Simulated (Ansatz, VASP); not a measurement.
# GaSb: VASP beside Ansatz, part 2 of 2

One calculation is typed for both programs; each brings its own data sets and cutoff. How far apart do they land? The cell is taken from a series of VASP runs on this material, whose earlier steps may have relaxed, scaled or displaced it; both programs get it as it stands.

VASP 6.6.1 and Ansatz 0.2.0.

So far: The structure; Ansatz: zone-centre phonons, LDA; VASP: zone-centre phonons, LDA; Comparison.

## Step 5: Ansatz: relaxation of cell and atoms, r2SCAN

Level of this step: Ansatz beside VASP: Kohn-Sham DFT, plane waves, r2SCAN (Ansatz).

The relaxed volume is the usual yardstick between codes: its relative difference is about their pressure difference at one cell divided by the bulk modulus. The cell compared in this pair holds 57.25 Å³, against 55.46 Å³ for the pair before.

The cell is taken from a series of VASP runs on this material, whose earlier steps may have relaxed, scaled or displaced it; both programs get it as it stands.

input.yaml reads:

```yaml
crystal:
  lattice:
    - [0.0, 3.059, 3.059]
    - [3.059, 0.0, 3.059]
    - [3.059, 3.059, 0.0]
  atoms:
    - { symbol: Sb, position: [0.75, 0.75, 0.75] }
    - { symbol: Ga, position: [0.0, 0.0, 0.0] }
hamiltonian:
  xc: r2scan
  pseudopotentials: { kind: paw }
kpoints:
  mp_grid: { grid: [10, 10, 10] }
scf:
  occupations: { method: methfessel_paxton, width: 0.15 }
relax:
  f_tol: 0.01
  max_steps: 60
  cell: { stress_tol: 0.05 }
output:
  forces: true
  stress: true
```

Command:

```bash
ansatz run input.yaml --threads 4 --pin off --max-ram 9216MiB --backend cpu --events-out ev --progress --plain --runs-dir out
```

Numbers of over 12 decimals in the logs are rounded to 6 here.

Output:

```text
[...]
Crystal: 2 atoms, lattice volume = 57.249 Å³
Basis set: ecut = 500 eV, 1459 PW (Γ), exchange–correlation on 128×128×128 points (64 copies of the dense FFT grid, shifted against one another)
Bands: 18, of which v1, the nominal top of the filled ones, is band 14 counted from 1 (13 counted from 0)
Symmetry: 24 space group operations
[...]
P = ⅓ Tr σ = -0.0006 GPa (-0.006 kbar)
--- Relaxed structure (3 steps of the walk, 3 accepted, 1 SCFs on fresh bases) ---
  F+E_penalty+E_count = -10289.86465970 eV   max|allowed force component| = 2.602e-17 eV/Å   (the final SCF, on the basis selected at the relaxed cell)
  cell:  # Å, volume = 57.6499 Å³
    - [0, 3.066123, 3.066123]
    - [3.066123, 0, 3.066123]
    - [3.066123, 3.066123, 0]
  atoms:
    - { symbol: Sb, position: [0.75, 0.75, 0.75] }
    - { symbol: Ga, position: [0, 0, 0] }
[key lines of the parts left out:]
SCF converged after 5 iterations
Free energy (F): -10289.864660 eV
Fermi energy:    7.479549 eV
```

Wall time 5.1 s (4 threads of AMD EPYC 9R14 (Zen 4), shared host); peak memory 0.63 GiB.

## Step 6: VASP: relaxation of cell and atoms, r2SCAN

The same cell, functional, mesh and smearing now go to VASP, with its own data sets and cutoff.

INCAR reads:

```
SYSTEM = GaSb
PREC = Accurate
ENCUT = 450
EDIFF = 1E-07
NELM = 100
ISMEAR = 1
SIGMA = 0.15
LREAL = .FALSE.
ALGO = Normal
METAGGA = R2SCAN
LASPH = .TRUE.
NBANDS = 15
LORBIT = 11
LWAVE = .FALSE.
LCHARG = .FALSE.
KPAR = 2
IBRION = 2
NSW = 50
ISIF = 3
EDIFFG = -0.002
```

POSCAR reads:

```
GaSb
1.0
    0.0000000000      3.0590000000      3.0590000000
    3.0590000000      0.0000000000      3.0590000000
    3.0590000000      3.0590000000      0.0000000000
Sb Ga
1 1
Direct
    0.7500000000      0.7500000000      0.7500000000
    0.0000000000      0.0000000000      0.0000000000
```

KPOINTS reads:

```
Automatic mesh
0
Gamma
10 10 10
0 0 0
```

PAW data sets: Sb and Ga_d (PBE family, release 64).

Command:

```bash
mpirun -np 2 vasp_std
```

Output:

```text
[banner, memory and clock lines left out]
running    2 mpi-ranks, on    1 nodes
[...]
|                                                                             |
|               ----> ADVICE to this user running VASP <----                  |
|                                                                             |
|     You enforced a specific xc type in the INCAR file but a different       |
|     [... a line on the potential file left out ...]
|     I HOPE YOU KNOW WHAT YOU ARE DOING!                                     |
|                                                                             |

 LDA part: xc-table for (None), standard interpolation
 POSCAR, INCAR and KPOINTS ok, starting setup
[...]
entering main loop
       N       E                     dE             d eps       ncg     rms          rms(c)
DAV:   1     0.488444400685E+02    0.48844E+02   -0.84188E+03  1410   0.140E+03
DAV:   2    -0.330475284175E+02   -0.81892E+02   -0.78595E+02  1648   0.298E+02
DAV:   3    -0.393234199068E+02   -0.62759E+01   -0.62599E+01  1655   0.690E+01
DAV:   4    -0.394321653563E+02   -0.10875E+00   -0.10872E+00  1733   0.101E+01
[...]
DAV:  14    -0.376037704577E+02   -0.21895E-06   -0.53638E-07  1871   0.719E-03    0.441E-04
DAV:  15    -0.376037708006E+02   -0.34289E-06   -0.35769E-08  1020   0.304E-03    0.253E-04
DAV:  16    -0.376037708194E+02   -0.18777E-07   -0.22043E-08   915   0.269E-03
   1 F= -.37603771E+02 E0= -.37603867E+02  d E =-.376038E+02
[... from here on, the cycles between the ionic steps are left out ...]
   2 F= -.37604156E+02 E0= -.37604261E+02  d E =-.385495E-03
   3 F= -.37604284E+02 E0= -.37604386E+02  d E =-.512747E-03
   4 F= -.37604282E+02 E0= -.37604385E+02  d E =-.511487E-03
[...]
reached required accuracy - stopping structural energy minimisation
```

From OUTCAR (step 6):

```text
  Total        0.0011463      0.0011463      0.0011463      0.0000000      0.0000000     -0.0000000
  in kB        0.0318421      0.0318421      0.0318421      0.0000000      0.0000000     -0.0000000
  external PRESSURE =       0.0318421 kB  Pullay stress =       0.0000000 kB

 POSITION                                       TOTAL-FORCE (eV/Angst)
 -----------------------------------------------------------------------------------
      4.59997      4.59997      4.59997        -0.000000     -0.000000     -0.000000
      6.13329      6.13329      6.13329         0.000000      0.000000      0.000000
 -----------------------------------------------------------------------------------
    total drift:                                0.000012      0.000012      0.000011

  FREE ENERGIE OF THE ION-ELECTRON SYSTEM (eV)
  ---------------------------------------------------
  free  energy   TOTEN  =       -37.6042823064 eV

  energy  without entropy=      -37.6045892106  energy(sigma->0) =      -37.60438461

 reached required accuracy - stopping structural energy minimisation

[... 1 part as in an earlier step ...]

[... 2 further parts left out ...]
[key lines of the parts left out:]
E-fermi :   4.6601
```

The run keeps the 24 symmetry operations of its start, so it cannot find a distortion of lower symmetry.

## Step 7: Differences

What differs besides the data sets and the points named for the pairs above, as far as they apply: VASP keeps PBE cores, Ansatz makes them for the functional; both relaxations stop at a tolerance, which leaves soft axes loose, and VASP keeps its plane-wave basis; the cutoff is 500 eV in Ansatz and 450 eV in VASP; Ansatz adds a Pulay correction to the stress that steers its cell, VASP none. Total energies have different zeros and are not compared.

Both answers:

```
                                         quantity  Ansatz   VASP  difference
                                      volume (Å³)   57.65  57.68     -0.05 %
edge a after relaxation, in the typed setting (Å)   4.336  4.337     -0.02 %
```

The walks stopped with 0.00 GPa left in Ansatz and 0.00 GPa in VASP; each walk ends within a tolerance, so the volume difference is uncertain by about these residues over the bulk modulus, most in soft cells.

## Step 8: What came out

| Quantity | Value |
| --- | --- |
| r.m.s. difference of the optical zone-centre modes, each program's sorted by frequency (zone-centre phonons, LDA) | 2.1 cm⁻¹ |
| difference in optical mode 1 to 3 (zone-centre phonons, LDA) | -0.9 % |
| difference in volume (relaxation of cell and atoms, r2SCAN) | -0.051 % |

**Reading.** The difference in volume is -0.051 % (relaxation of cell and atoms, r2SCAN), within the 1.2 % picked in this series as the mark of a large difference, as far as the stopping tolerances let one tell. Among the rows given in per cent, the largest difference of the zone-centre phonons, LDA pair is in optical mode 1 to 3, -0.9 %. How closely two codes agree says nothing of how well the functional describes the real material.

[Lines on the potential files, build, host, timing and source positions are cut from VASP's logs without a mark.]

[Logs are printed without paths, hosts, clocks, repeated set-up lines and the standing remarks that a program may print on its own settings, such as how far it seeks lower states.]

[Hosts, paths, dates, database ids (printed as entryN), source tags and the programs' standing remarks are cut or masked in the printed files.]
